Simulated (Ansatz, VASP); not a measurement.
One calculation of Ag, two programs

```
Ag
1.0
    -1.75939    1.75939    1.75939
     1.75939   -1.75939    1.75939
     1.75939    1.75939   -1.75939
Ag
1
Direct
  0.00000 0.00000 0.00000
```

This isn't the form of Ag at room conditions, which is fcc.

Alike in both runs: task single point; functional PBEsol; k mesh 14 × 14 × 14; occupations gaussian, width 0.05 eV; no spin polarisation.

|  | VASP | Ansatz |
| --- | --- | --- |
| version | VASP 6.6.1 | Ansatz 0.2.0 |
| potentials or method | VASP PAW PBE potentials, release 64 (Ag) | scalar-relativistic, plane waves, PAW |
| plane-wave cutoff (eV) | 520 | 420 |
| valence electrons in the cell | 11 | 19 |

```csv
,VASP,Ansatz,Ansatz less VASP
gap on the k mesh at the Fermi level (eV),none,none,-
pressure (GPa),-14.2,-14.2,-0.02
```

A gap of «none» marks a metal or a gap that the smearing closes. The two sets of potentials don't hold the same shells in valence.

Caveats: the PAW data sets were made with another functional, which shifts forces and pressure a little (VASP).
